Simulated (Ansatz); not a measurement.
Input, command and steps of an Ansatz relaxation.

```yaml
crystal:
  lattice:
    - [3.2314185602, 0.0, 0.0]
    - [-1.6157092801, 2.7984905634, 0.0]
    - [0.0, 0.0, 15.0234827797]
  atoms:
    - { symbol: W, position: [0.6666666667, 0.3333333333, 0.25] }
    - { symbol: W, position: [0.3333333333, 0.6666666667, 0.75] }
    - { symbol: S, position: [0.6666666667, 0.3333333333, 0.6444803424] }
    - { symbol: S, position: [0.3333333333, 0.6666666667, 0.3555196576] }
    - { symbol: S, position: [0.6666666667, 0.3333333333, 0.8555196576] }
    - { symbol: S, position: [0.3333333333, 0.6666666667, 0.1444803424] }
basis:
  ecutwfc: 420
kpoints:
  mp_grid: { grid: [12, 12, 2] }
hamiltonian:
  xc: pbe
scf:
  occupations: { method: gaussian, width: 0.02 }
output:
  forces: true
  stress: true
  eigenvalues: true
  write_density: true
  write_potential: true
  elf: true
  volumetric_format: npy
relax:
  adjacent_minimum: "off"
  f_tol: 0.01
  max_steps: 60
  cell: { stress_tol: 0.1 }
```

```bash
ansatz run input.yaml --threads 1 --pin off --max-ram 2560MiB --backend cpu --events-out ev --progress --plain --runs-dir out
```

The calculation used Ansatz 0.2.0, DFT PBE, scalar-relativistic, plane waves, PAW.

Of 5 frames 4 are shown, positions in Å and forces in eV/Å; the SCF threshold varies from step to step. Steps run on the plane waves of an earlier cell, with a Pulay correction in the pressure. The basis is chosen afresh for the last frame, the zero of the energies, and at times for earlier ones too; energy and pressure step there, also at an unchanged geometry.

```xyz
6
Lattice="3.2314 0.0000 0.0000 -1.6157 2.7985 0.0000 0.0000 0.0000 15.0235" Properties=species:S:1:pos:R:3:forces:R:3 pbc="T T T" step=1 free_energy_over_end_meV_per_atom=11.27 pressure_GPa=-4.31
W     1.6157    0.9328    3.7559    0.0000    0.0000    0.0000
W     0.0000    1.8657   11.2676    0.0000    0.0000    0.0000
S     1.6157    0.9328    9.6823    0.0000    0.0000    0.5419
S     0.0000    1.8657    5.3411    0.0000    0.0000   -0.5419
S     1.6157    0.9328   12.8529    0.0000    0.0000   -0.5419
S     0.0000    1.8657    2.1706    0.0000    0.0000    0.5419
6
Lattice="3.1382 0.0000 0.0000 -1.5691 2.7178 0.0000 0.0000 0.0000 15.0148" Properties=species:S:1:pos:R:3:forces:R:3 pbc="T T T" step=2 free_energy_over_end_meV_per_atom=7.97 pressure_GPa=2.98
W     1.5691    0.9059    3.7537    0.0000    0.0000    0.0000
W     0.0000    1.8119   11.2611    0.0000    0.0000    0.0000
S     1.5691    0.9059    9.6764    0.0000    0.0000   -0.0846
S     0.0000    1.8119    5.3383    0.0000    0.0000    0.0846
S     1.5691    0.9059   12.8457    0.0000    0.0000    0.0846
S     0.0000    1.8119    2.1691    0.0000    0.0000   -0.0846
6
Lattice="3.1900 0.0000 0.0000 -1.5950 2.7626 0.0000 0.0000 0.0000 15.0116" Properties=species:S:1:pos:R:3:forces:R:3 pbc="T T T" step=3 free_energy_over_end_meV_per_atom=-0.05 pressure_GPa=-0.21
W     1.5950    0.9209    3.7529    0.0000    0.0000    0.0000
W     0.0000    1.8417   11.2587    0.0000    0.0000    0.0000
S     1.5950    0.9209    9.6873    0.0000    0.0000    0.0216
S     0.0000    1.8417    5.3243    0.0000    0.0000   -0.0216
S     1.5950    0.9209   12.8301    0.0000    0.0000   -0.0216
S     0.0000    1.8417    2.1815    0.0000    0.0000    0.0216
6
Lattice="3.1878 0.0000 0.0000 -1.5939 2.7607 0.0000 0.0000 0.0000 15.0072" Properties=species:S:1:pos:R:3:forces:R:3 pbc="T T T" step=5 free_energy_over_end_meV_per_atom=0.00 pressure_GPa=-0.02
W     1.5939    0.9202    3.7518    0.0000    0.0000    0.0000
W     0.0000    1.8405   11.2554    0.0000    0.0000    0.0000
S     1.5939    0.9202    9.6841    0.0000    0.0000    0.0033
S     0.0000    1.8405    5.3231    0.0000    0.0000   -0.0033
S     1.5939    0.9202   12.8267    0.0000    0.0000   -0.0033
S     0.0000    1.8405    2.1805    0.0000    0.0000    0.0033
```

Time: 56 s on 1 thread of Arm Neoverse V2 (shared host), peak memory 0.45 GiB.

Spin–orbit coupling is left out, which can shift energies with elements as heavy as these. The cell holds layers, and where no dispersion correction was added their binding is poorly described.